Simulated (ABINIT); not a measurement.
# ZnO (zincite) (P6_3mc) in ABINIT: a series of runs, part 2 of 2

ABINIT 10.8.3 (patched build). Earlier steps stand in the parts before.

### 5 Band structure, HCTH407

File run.abi:

```
# Datasets: ground state, then fixed potential
ndtset 2

# Pseudopotentials
pp_dirpath "./"
pseudos "Zn.GGA_PBE-JTH.xml, O.GGA_PBE-JTH.xml"

# Structure
acell 3*1.0
rprim
     6.1403022146     0.0000000000     0.0000000000
    -3.0701511073     5.3176577047     0.0000000000
     0.0000000000     0.0000000000     9.8373642945
ntypat 2
znucl 30 8
natom 4
typat 1 1 2 2
xred
     0.6666666667     0.3333333333     0.0000000000
     0.3333333333     0.6666666667     0.5000000000
     0.3333333333     0.6666666667     0.8790100000
     0.6666666667     0.3333333333     0.3790100000

# Plane-wave basis
ecut 23.0
pawecutdg 45.0

# Exchange and correlation
ixc 27

# Bands and occupations
occopt 3
tsmear 0.05 eV

# SCF cycle
nstep 100

# Output
iomode 3
prtwf 0
prteig 0
prtebands 0
enunit 1
prtden1 1
prtvha1 1
prtvclmb1 1
prtpot1 1

# Dataset 1
kptopt1 1
ngkpt1 9 9 5
nshiftk1 1
shiftk1 0.0 0.0 0.0
nband1 22
tolvrs1 1.0e-9

# Dataset 2: bands along G-M-K-G-A-L-H-A
iscf2 -2
getden2 1
nband2 26
nbdbuf2 2
tolwfr2 1.0e-12
kptopt2 -7
ndivsm2 5
prteig2 1
kptbounds2
     0.0000000000     0.0000000000     0.0000000000
     0.5000000000     0.0000000000     0.0000000000
     0.3333333333     0.3333333333     0.0000000000
     0.0000000000     0.0000000000     0.0000000000
     0.0000000000     0.0000000000     0.5000000000
     0.5000000000     0.0000000000     0.5000000000
     0.3333333333     0.3333333333     0.5000000000
     0.0000000000     0.0000000000     0.5000000000
```

Potentials or basis: JTH PAW PBE v2.0.

The run is started by

```sh
> abinit run.abi > log 2>&1
```

run.abo:

```text
.Version 10.8.3 of ABINIT
 DATASET    1 : space group P6_3 m c (#186); Bravais hP (primitive hexag.)
================================================================================
 Values of the parameters that define the memory need for DATASET  1.
     intxc =       0    ionmov =       0      iscf =       7    lmnmax =      18
     lnmax =       6     mgfft =      45  mpssoang =       3    mqgrid =    3001
     natom =       4  nloc_mem =       2    nspden =       1   nspinor =       1
    nsppol =       1      nsym =      12    n1xccc =       1    ntypat =       2
    occopt =       3   xclevel =       2
       mpw =        1719          nfft =       40500          nkpt =          36
 PAW method is used; the additional fine FFT grid is defined by:
   mgfftf=        60    nfftf =     96000
================================================================================
================================================================================

 DATASET    2 : space group P6_3 m c (#186); Bravais hP (primitive hexag.)
================================================================================
 Values of the parameters that define the memory need for DATASET  2.
     intxc =       0    ionmov =       0      iscf =      -2    lmnmax =      18
     lnmax =       6     mgfft =      45  mpssoang =       3    mqgrid =    3001
     natom =       4  nloc_mem =       2    nspden =       1   nspinor =       1
[... 1255 lines left out ...]
   5.36021    5.36021   10.17526   10.17526   16.49395   16.49395   18.84041   18.84041
  19.53977   19.53977
 kpt#  55, nband= 26, wtk=  1.00000, kpt=  0.0303  0.0303  0.5000 (reduced coord)
 -11.77043  -11.77043   -0.07984   -0.07984    0.08337    0.08337    0.08659    0.08659
   1.13945    1.13945    1.14046    1.14046    3.63183    3.63183    5.39597    5.39597
   5.44432    5.44432    9.93388    9.93388   16.53776   16.53776   19.26178   19.26178
  19.47169   19.47169
 kpt#  56, nband= 26, wtk=  1.00000, kpt=  0.0000  0.0000  0.5000 (reduced coord)
 -11.78125  -11.78125   -0.07026   -0.07026    0.07393    0.07393    0.07393    0.07393
   1.13995    1.13995    1.13995    1.13995    3.63476    3.63476    5.47216    5.47216
   5.47216    5.47216    9.84548    9.84548   16.54713   16.54713   19.44508   19.44508
  19.44508   19.44508

== END DATASET(S) ==============================================================
================================================================================

 -outvars: echo values of variables after computation  --------
            acell      1.0000000000E+00  1.0000000000E+00  1.0000000000E+00 Bohr
           etotal1    -1.6226033581E+02
            fcart1     4.3851998306E-29  2.5317963027E-29 -1.3189886600E-03
                      -1.3155599492E-28 -7.5953889081E-29 -1.3189886600E-03
                      -1.3155599492E-28 -7.5953889081E-29  1.3189886600E-03
                       2.1925999153E-28  1.2658981513E-28  1.3189886600E-03
            rprim      6.1403022146E+00  0.0000000000E+00  0.0000000000E+00
                      -3.0701511073E+00  5.3176577047E+00  0.0000000000E+00
                       0.0000000000E+00  0.0000000000E+00  9.8373642945E+00
           strten1    -2.0975552798E-04 -2.0975552779E-04 -2.6687792697E-04
                       0.0000000000E+00  0.0000000000E+00  0.0000000000E+00
           xangst      1.6246539989E+00  9.3799442360E-01  0.0000000000E+00
                      -1.2714472962E-17  1.8759888472E+00  2.6028544982E+00
                      -1.2714472962E-17  1.8759888472E+00  4.5758702650E+00
                       1.6246539989E+00  9.3799442360E-01  1.9730157668E+00
             xred      6.6666666667E-01  3.3333333333E-01  0.0000000000E+00
                       3.3333333333E-01  6.6666666667E-01  5.0000000000E-01
                       3.3333333333E-01  6.6666666667E-01  8.7901000000E-01
                       6.6666666667E-01  3.3333333333E-01  3.7901000000E-01
 Calculation completed.
```

It took 3.5 min on 1 thread of Arm Neoverse V2, shared host; peak memory 0.16 GiB.

What came out:

* Free energy: -4415.3287 eV
* Pressure: 6.7 GPa
* Largest force: 0.068 eV/Å
* Band gap on the k mesh: 1.41 eV, direct
* Band gap along the path: 1.41 eV, direct
* Valence electrons inside the program's atomic spheres: Zn 10.90; O 4.59

Forces on the atoms (eV/Å):
```
Zn   0.000  0.000 -0.068
Zn   0.000  0.000 -0.068
O    0.000  0.000  0.068
O    0.000  0.000  0.068
```

Levels at the corners of the path, in eV from the valence-band top:
| point | band 14 | band 15 | band 16 | band 17 | band 18 | band 19 | band 20 | band 21 | band 22 | band 23 |
| --- | --- | --- | --- | --- | --- | --- | --- | --- | --- | --- |
| Γ | -0.78 | -0.78 | -0.05 | 0.00 | 0.00 | 1.41 | 5.74 | 8.89 | 13.31 | 13.31 |
| M | -3.45 | -2.76 | -2.18 | -1.23 | -0.79 | 6.25 | 7.57 | 8.27 | 8.87 | 11.19 |
| K | -3.56 | -3.56 | -1.86 | -1.86 | -1.64 | 8.11 | 8.11 | 8.40 | 8.83 | 11.34 |
| Γ | -0.78 | -0.78 | -0.05 | 0.00 | 0.00 | 1.41 | 5.74 | 8.89 | 13.31 | 13.31 |
| A | -2.22 | -0.38 | -0.38 | -0.38 | -0.38 | 3.99 | 3.99 | 10.69 | 10.69 | 13.59 |
| L | -3.86 | -1.45 | -1.45 | -1.30 | -1.30 | 6.35 | 6.35 | 8.90 | 8.90 | 11.91 |
| H | -3.76 | -2.60 | -2.60 | -1.17 | -1.17 | 8.49 | 8.49 | 8.70 | 8.70 | 9.31 |
| A | -2.22 | -0.38 | -0.38 | -0.38 | -0.38 | 3.99 | 3.99 | 10.69 | 10.69 | 13.59 |

Caveat: the PAW data sets were made with another functional, which shifts forces and pressure a little.

### 6 Summary

| level | potentials or basis | gap on the mesh (eV) | pressure (GPa) | largest force (eV/Å) |
| --- | --- | --- | --- | --- |
| PBE | JTH PAW PBE v2.0 | 0.79 | 4.4 | 0.07 |
| LDA-Teter | JTH PAW LDA v2.0 | 0.73 | -7.6 | 0.05 |
| revPBE | JTH PAW PBE v2.0 | 0.86 | 7.7 | 0.08 |
| HCTH407 | JTH PAW PBE v2.0 | 1.41 | 6.7 | 0.07 |

Alike in all rows: task band structure; no spin polarisation; cell as given; k mesh 9 × 9 × 5; cutoff (eV) 626; smearing fermi-dirac 0.05 eV.

Caveats: the PAW data sets were made with another functional, which shifts forces and pressure a little (some runs).

Total energies depend on the potentials used, so only differences within one code and one set of settings carry meaning.

### 7 Comparison with measurements

Step 2. Measured gap of ZnO: 3.37 eV (quoted in “Electronic structure of alkaline earth and post-transition metal oxides”, 2009, arxiv:0908.1581). This calculation gives 0.79 eV (-2.58 eV). So large a miss can be the level of theory's own, or it may mean another phase, state or a wrong row. The value is that of PBE, without temperature or zero-point motion. Semilocal functionals fall short of measured gaps as a rule.

Step 3. Against the measured gap of ZnO, 3.37 eV (quoted in “Electronic structure of alkaline earth and post-transition metal oxides”, 2009, arxiv:0908.1581), the calculated 0.73 eV is off by -2.64 eV. So large a miss can be the level of theory's own, or it may mean another phase, state or a wrong row. The value is that of LDA-Teter, without temperature or zero-point motion. Semilocal functionals fall short of measured gaps as a rule.

Step 4. Against the measured gap of ZnO, 3.37 eV (quoted in “Electronic structure of alkaline earth and post-transition metal oxides”, 2009, arxiv:0908.1581), the calculated 0.86 eV is off by -2.51 eV. So large a miss can be the level of theory's own, or it may mean another phase, state or a wrong row. The value is that of revPBE, without temperature or zero-point motion. Semilocal functionals fall short of measured gaps as a rule.

Step 5. Against the measured gap of ZnO, 3.37 eV (quoted in “Electronic structure of alkaline earth and post-transition metal oxides”, 2009, arxiv:0908.1581), the calculated 1.41 eV is off by -1.96 eV. So large a miss can be the level of theory's own, or it may mean another phase, state or a wrong row. The value is that of HCTH407, without temperature or zero-point motion.
